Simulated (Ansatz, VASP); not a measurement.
**Ge: VASP beside Ansatz**

File INCAR:

```
PREC = Accurate
ENCUT = 520
EDIFF = 1E-6
ISMEAR = 0
SIGMA = 0.1
LREAL = F
LASPH = T
NELM = 100
ALGO = Normal
ISIF = 2
LWAVE = F
LCHARG = T
GGA = PS
LELF = T
LVHAR = T
NBANDS = 21
```

KPOINTS

```
regular mesh
0
Gamma
  16 16 16
```

POSCAR

```
Ge
1.0
   -2.5820813579      2.4982844137      1.4676081535
    2.5820813579     -2.5323113187      1.5303805894
    2.5820813579      2.5323113187     -1.5303805894
Ge
2
Direct
    0.1765788298      0.9041434901      0.2724353397
    0.8234211702      0.0958565099      0.7275646603
```

Input for Ansatz:

```yaml
crystal:
  lattice:
    - [-2.5820813579, 2.4982844137, 1.4676081535]
    - [2.5820813579, -2.5323113187, 1.5303805894]
    - [2.5820813579, 2.5323113187, -1.5303805894]
  atoms:
    - { symbol: Ge, position: [0.1765788298, 0.9041434901, 0.2724353397] }
    - { symbol: Ge, position: [0.8234211702, 0.0958565099, 0.7275646603] }
basis:
  ecutwfc: 420
kpoints:
  mp_grid: { grid: [16, 16, 16] }
hamiltonian:
  xc: pbesol
scf:
  occupations: { method: gaussian, width: 0.1 }
output:
  forces: true
  stress: true
  eigenvalues: true
  populations: true
  write_density: true
  write_potential: true
  elf: true
  volumetric_format: npy
```

Alike in both runs: task single point; functional PBEsol; k mesh 16 × 16 × 16; occupations gaussian, width 0.1 eV; no spin polarisation.

|  | VASP | Ansatz |
| --- | --- | --- |
| version | VASP 6.6.1 | Ansatz 0.2.0 |
| potentials or method | VASP PAW PBE potentials, release 64 (Ge_d) | scalar-relativistic, plane waves, PAW |
| plane-wave cutoff (eV) | 520 | 420 |
| valence electrons in the cell | 28 | 28 |

VASP gave:

| Item | Value |
| --- | --- |
| gap on the k mesh at the Fermi level (eV) | none |
| pressure (GPa) | -0.8 |
| largest component of the traceless stress (GPa) | 11.38 |
| rms of the force components (eV/Å) | 1.069 |

Task: What did Ansatz give for the same quantities?

Result: gap on the k mesh at the Fermi level (eV): none; pressure (GPa): -0.7; largest component of the traceless stress (GPa): 11.43; rms of the force components (eV/Å): 1.073.

Atom by atom the forces differ by 0.003 eV/Å (rms over components). A gap of «none» marks a metal or a gap that the smearing closes.

Caveats: the PAW data sets were made with another functional, which shifts forces and pressure a little (VASP).
